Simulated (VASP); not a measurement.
# Fe (Fmmm) in VASP: a series of runs, part 2 of 2

VASP 6.6.1. The steps go on from the part before.

## Step 3: Single point, PBEsol, collinear spin, ferromagnetic start

INCAR reads:

```
SYSTEM = Fe
ADDGRID = .False.
ALGO = Normal
EDIFF = 1E-6
ENCUT = 450
GGA = PS
ISIF = 2
ISMEAR = -1
ISPIN = 2
LASPH = .True.
LCHARG = .False.
LMAXMIX = 4
LORBIT = 11
LREAL = .False.
LWAVE = .False.
MAGMOM = 3
NELM = 100
PREC = Accurate
SIGMA = 0.1
```

KPOINTS reads:

```
k-points
0
Gamma
  12 12 12
  0 0 0
```

POSCAR reads:

```
Fe
1.0
    0.0000000000      1.9417396906      1.9651051623
    1.4984397099      0.0000000000      1.9651051623
    1.4984397099      1.9417396906      0.0000000000
Fe
1
Direct
    0.0000000000      0.0000000000      0.0000000000
```

Potentials or basis: VASP PAW PBE potentials, release 64 (Fe).

The run is started by

```
$ cat potpaw_PBE.64/Fe/POTCAR > POTCAR
$ mpirun -np 1 vasp_std > vasp.out
```

OUTCAR:

```text
SYSTEM = Fe
   EDIFF = 1E-6
   ENCUT = 450
   GGA = PS
   ISIF = 2
   ISMEAR = -1
   ISPIN = 2
   LASPH = .True.
   LORBIT = 11
   LREAL = .False.
   NELM = 100
   PREC = Accurate

 Found    280 irreducible k-points:

 Following reciprocal coordinates:
            Coordinates               Weight
  0.000000  0.000000  0.000000      1.000000
  0.083333 -0.000000 -0.000000      8.000000
  0.166667 -0.000000 -0.000000      8.000000
  0.250000 -0.000000 -0.000000      8.000000
  0.333333 -0.000000  0.000000      8.000000
  0.416667 -0.000000 -0.000000      8.000000
   k-points           NKPTS =    280   k-points in BZ     NKDIM =    280   number of bands    NBANDS=     10
   number of dos      NEDOS =    301   number of ions     NIONS =      1
   total plane-waves  NPLWV =   6480
   dimension x,y,z NGX =    20 NGY =   18 NGZ =   18
   dimension x,y,z NGXF=    40 NGYF=   36 NGZF=   36
   ions per type =               1
   NGX,Y,Z   is equivalent  to a cutoff of  12.04, 12.11, 12.20 a.u.
   NGXF,Y,Z  is equivalent  to a cutoff of  24.07, 24.22, 24.40 a.u.
 SYSTEM =  Fe
   PREC   = accura    normal or accurate (medium, high low for compatibility)
   ISTART =      0    job   : 0-new  1-cont  2-samecut
   ICHARG =      2    charge: 1-file 2-atom 10-const
[... 211 lines left out ...]
  band No.  band energies     occupation
      1       1.7848      1.00000
      2       4.3084      1.00000
      3       5.4759      0.81630
      4       6.7590      0.00001
      5       7.4717      0.00000
      6       7.9712      0.00000
      7      15.2664      0.00000
      8      24.8837      0.00000
      9      27.6522      0.00000
     10      30.2256      0.00000

 [... further k-points ...]

------------------------ aborting loop because EDIFF is reached ----------------------------------------

  FORCE on cell =-STRESS in cart. coord.  units (eV):
  Direction    XX          YY          ZZ          XY          YZ          ZX
  --------------------------------------------------------------------------------------
  -------------------------------------------------------------------------------------
  Total       -1.0579641     -0.4261563     -0.5719577      0.0000000      0.0000000      0.0000000
  in kB     -148.2297741    -59.7081283    -80.1361367      0.0000000      0.0000000      0.0000000
  external PRESSURE =     -96.0246797 kB  Pullay stress =       0.0000000 kB

 VOLUME and BASIS-vectors are now :
 -----------------------------------------------------------------------------
  energy-cutoff  :      450.00
  volume of cell :       11.44
      direct lattice vectors                 reciprocal lattice vectors
     0.000000000  1.941739691  1.965105162    -0.333680426  0.257501045  0.254439309
     1.498439710  0.000000000  1.965105162     0.333680426 -0.257501045  0.254439309
     1.498439710  1.941739691  0.000000000     0.333680426  0.257501045 -0.254439309

 POSITION                                       TOTAL-FORCE (eV/Angst)
 -----------------------------------------------------------------------------------
      0.00000      0.00000      0.00000         0.000000     -0.000000      0.000000
 -----------------------------------------------------------------------------------
    total drift:                                0.000000     -0.000000     -0.000000

  FREE ENERGIE OF THE ION-ELECTRON SYSTEM (eV)
  ---------------------------------------------------
  free  energy   TOTEN  =        -8.8973687252 eV

  energy  without entropy=       -8.8664511388  energy(sigma->0) =       -8.88190993

 total charge

# of ion       s       p       d       tot
------------------------------------------
    1        0.488   0.539   6.232   7.260

 magnetization (x)

# of ion       s       p       d       tot
------------------------------------------
    1       -0.013  -0.049   2.277   2.215
```

OSZICAR:

```text
N       E                     dE             d eps       ncg     rms          rms(c)
DAV:   1     0.150996473592E+02    0.15100E+02   -0.37362E+03 11924   0.867E+02
DAV:   2    -0.954275902929E+01   -0.24642E+02   -0.22824E+02 11302   0.124E+02
DAV:   3    -0.997743415776E+01   -0.43468E+00   -0.43307E+00 12500   0.214E+01
DAV:   4    -0.997923184382E+01   -0.17977E-02   -0.17975E-02 12122   0.125E+00
DAV:   5    -0.997924579717E+01   -0.13953E-04   -0.13953E-04 12232   0.107E-01    0.121E+01
DAV:   6    -0.898825544708E+01    0.99099E+00   -0.13076E+01 12206   0.541E+01    0.558E+00
DAV:   7    -0.891251504202E+01    0.75740E-01   -0.79368E-01 12312   0.130E+01    0.324E+00
DAV:   8    -0.890517895926E+01    0.73361E-02   -0.68256E-03 13828   0.624E-01    0.136E+00
DAV:   9    -0.889731312484E+01    0.78658E-02   -0.85069E-03 14448   0.631E-01    0.334E-01
DAV:  10    -0.889730778518E+01    0.53397E-05   -0.49045E-04 12342   0.334E-01    0.973E-02
DAV:  11    -0.889737055794E+01   -0.62773E-04   -0.26080E-04 12818   0.174E-01    0.363E-02
DAV:  12    -0.889736801108E+01    0.25469E-05   -0.42373E-06 11840   0.323E-02    0.126E-02
DAV:  13    -0.889736872521E+01   -0.71413E-06   -0.18762E-06  7802   0.116E-02
   1 F= -.88973687E+01 E0= -.88819099E+01  d E =-.309176E-01  mag=     2.2254
```

Wall time 44 s (1 thread of Intel Xeon Platinum 8259CL at 2.50GHz (Skylake/Cascade Lake), shared host); peak memory 0.16 GiB.

The run converged, but some of its settings lie outside the range that counts as converged, so its numbers aren't taken as properties of the crystal.

Results:

```
Free energy                                           : -8.8974 eV
Pressure                                              : -9.6 GPa
Band gap on the k mesh                                : none (metal or under the smearing width)
Net moment                                            : 2.23 μB per cell
Site moments                                          : Fe +2.21 μB
Valence electrons inside the program's atomic spheres : Fe 7.26
```

Caveat: the PAW data sets were made with another functional, which shifts forces and pressure a little.

## Step 4: Single point, PBEsol, collinear spin, ferromagnetic start

INCAR: that of step 3 with these lines changed.

```diff
@@ -18,2 +18,2 @@
 PREC = Accurate
-SIGMA = 0.1
+SIGMA = 0.05
```

KPOINTS is that of step 3.

POSCAR is that of step 3.

Potentials or basis: VASP PAW PBE potentials, release 64 (Fe).

The run is started by

```
$ cat potpaw_PBE.64/Fe/POTCAR > POTCAR
$ mpirun -np 1 vasp_std > vasp.out
```

OUTCAR:

```text
SYSTEM = Fe
   EDIFF = 1E-6
   ENCUT = 450
   GGA = PS
   ISIF = 2
   ISMEAR = -1
   ISPIN = 2
   LASPH = .True.
   LORBIT = 11
   LREAL = .False.
   NELM = 100
   PREC = Accurate

 Found    280 irreducible k-points:

 Following reciprocal coordinates:
            Coordinates               Weight
  0.000000  0.000000  0.000000      1.000000
  0.083333 -0.000000 -0.000000      8.000000
  0.166667 -0.000000 -0.000000      8.000000
  0.250000 -0.000000 -0.000000      8.000000
[... 244 lines left out ...]
  -------------------------------------------------------------------------------------
  Total       -1.0365768     -0.4055811     -0.5591471      0.0000000      0.0000000      0.0000000
  in kB     -145.2332312    -56.8253621    -78.3412591      0.0000000      0.0000000      0.0000000
  external PRESSURE =     -93.4666175 kB  Pullay stress =       0.0000000 kB

 VOLUME and BASIS-vectors are now :
 -----------------------------------------------------------------------------
  energy-cutoff  :      450.00
  volume of cell :       11.44
      direct lattice vectors                 reciprocal lattice vectors
     0.000000000  1.941739691  1.965105162    -0.333680426  0.257501045  0.254439309
     1.498439710  0.000000000  1.965105162     0.333680426 -0.257501045  0.254439309
     1.498439710  1.941739691  0.000000000     0.333680426  0.257501045 -0.254439309

 POSITION                                       TOTAL-FORCE (eV/Angst)
 -----------------------------------------------------------------------------------
      0.00000      0.00000      0.00000         0.000000      0.000000     -0.000000
 -----------------------------------------------------------------------------------
    total drift:                                0.000000      0.000000     -0.000000

  FREE ENERGIE OF THE ION-ELECTRON SYSTEM (eV)
  ---------------------------------------------------
  free  energy   TOTEN  =        -8.8859231085 eV

  energy  without entropy=       -8.8783944978  energy(sigma->0) =       -8.88215880

 total charge

# of ion       s       p       d       tot
------------------------------------------
    1        0.489   0.540   6.230   7.259

 magnetization (x)

# of ion       s       p       d       tot
------------------------------------------
    1       -0.013  -0.050   2.297   2.235
```

stdout:

```text
POSCAR found type information on POSCAR Fe
 POSCAR found :  1 types and       1 ions
 scaLAPACK will be used
 -----------------------------------------------------------------------------
|                                                                             |
|                                                                             |
|     You enforced a specific xc type in the INCAR file but a different       |
|     I HOPE YOU KNOW WHAT YOU ARE DOING!                                     |
|                                                                             |
 -----------------------------------------------------------------------------

 LDA part: xc-table for (Slater+PW92), standard interpolation
 POSCAR, INCAR and KPOINTS ok, starting setup
 FFT: planning ... GRIDC
 FFT: planning ... GRID_SOFT
 FFT: planning ... GRID
 WAVECAR not read
 entering main loop
```

Run time: 45 s. Hardware: 1 thread of Intel Xeon Platinum 8259CL at 2.50GHz (Skylake/Cascade Lake), shared host; peak memory 0.16 GiB.

The run converged, but some of its settings lie outside the range that counts as converged, so its numbers aren't taken as properties of the crystal.

What came out:

```
Free energy                                           : -8.8859 eV
Pressure                                              : -9.3 GPa
Band gap on the k mesh                                : none (metal or under the smearing width)
Net moment                                            : 2.25 μB per cell
Site moments                                          : Fe +2.23 μB
Valence electrons inside the program's atomic spheres : Fe 7.26
```

Caveat: the PAW data sets were made with another functional, which shifts forces and pressure a little.

## Step 5: For comparison

An earlier run on the cell as given: functional PBE; potentials or basis VASP PAW PBE potentials, release 64 (Fe); cutoff 520 eV; k mesh 13 × 13 × 13; occupations fermi-dirac, width 0.05 eV; collinear spin, ferromagnetic start; starting moments [3.0] μB.

* Pressure: -1.0 GPa
* Band gap on the k mesh: none (metal or under the smearing width)
* Net moment: 2.20 μB per cell
* Site moments: Fe +2.19 μB
* Valence electrons inside the program's atomic spheres: Fe 7.26
